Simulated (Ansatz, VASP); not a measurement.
# SiO2 in VASP and in Ansatz

Contents of INCAR:

```
SYSTEM = SiO2
PREC     = Accurate       ! precision mode
ENCUT    = 520            ! plane-wave cutoff, eV
EDIFF    = 1E-6           ! SCF threshold, eV
ISMEAR   = 0              ! smearing method
SIGMA    = 0.05           ! smearing width, eV
LREAL    = .False.        ! projectors in reciprocal space
LASPH    = .True.         ! aspherical terms in the spheres
NELM     = 60             ! most SCF steps
ALGO     = Normal         ! electronic algorithm
ISIF     = 2              ! what is computed and relaxed
LWAVE    = .False.        ! write WAVECAR
LCHARG   = .False.        ! write CHGCAR
GGA      = CA             ! functional
NBANDS   = 25             ! bands
```

File KPOINTS:

```
Automatic mesh
0
Gamma
  6 6 10
  0 0 0
```

File POSCAR:

```
SiO2
1.0
    4.5404264210      0.0000000000      0.0000000000
    0.0000000000      4.5404264210      0.0000000000
    0.0000000000      0.0000000000      2.5140341093
Si O
2 4
Direct
    0.5000000000      0.5000000000      0.5000000000
    0.0000000000      0.0000000000      0.0000000000
    0.6944252994      0.6944252994      0.0000000000
    0.1944252994      0.8055747006      0.5000000000
    0.3055747006      0.3055747006      0.0000000000
    0.8055747006      0.1944252994      0.5000000000
```

Input for Ansatz:

```yaml
crystal:
  lattice:
    - [4.540426421, 0.0, 0.0]
    - [0.0, 4.540426421, 0.0]
    - [0.0, 0.0, 2.5140341093]
  atoms:
    - { symbol: Si, position: [0.5, 0.5, 0.5] }
    - { symbol: Si, position: [0.0, 0.0, 0.0] }
    - { symbol: O, position: [0.6944252994, 0.6944252994, 0.0] }
    - { symbol: O, position: [0.1944252994, 0.8055747006, 0.5] }
    - { symbol: O, position: [0.3055747006, 0.3055747006, 0.0] }
    - { symbol: O, position: [0.8055747006, 0.1944252994, 0.5] }
basis:
  ecutwfc: 520.0
kpoints:
  mp_grid: { grid: [6, 6, 10] }
hamiltonian:
  xc: lda
  pseudopotentials: { kind: paw, azcp: { folder: soft_1 } }
scf:
  occupations: { method: gaussian, width: 0.05 }
output:
  forces: true
  stress: true
  eigenvalues: true
```

Alike in both runs: task single point; functional LDA; k mesh 6 × 6 × 10; occupations gaussian, width 0.05 eV; no spin polarisation.

```csv
,VASP,Ansatz
version,VASP 6.6.1,Ansatz 0.2.0
potentials or method,"VASP PAW LDA potentials, release 64 (Si, O)","scalar-relativistic, plane waves, PAW"
plane-wave cutoff (eV),520,520
valence electrons in the cell,32,32
```

Ansatz gave:

- gap on the k mesh at the Fermi level (eV): 4.01
- least direct gap on the mesh (eV): 4.01
- pressure (GPa): -22.6
- largest component of the traceless stress (GPa): 38.12
- rms of the force components (eV/Å): 1.017

Question: What did VASP give for the same quantities?

Answer: gap on the k mesh at the Fermi level (eV): 3.98; least direct gap on the mesh (eV): 3.98; pressure (GPa): -21.7; largest component of the traceless stress (GPa): 39.02; rms of the force components (eV/Å): 0.979.

Atom by atom the forces differ by 0.038 eV/Å (rms over components). Ansatz warned: «pseudo_functional_mismatch».

Caveats: so large a pressure means that the cell lies far from this level's equilibrium, or that cutoff or potentials fall short (VASP); forces of over 1 eV/Å show positions far from the minimum, so gaps and moduli don't describe the material at rest. A k mesh can miss the band edges.
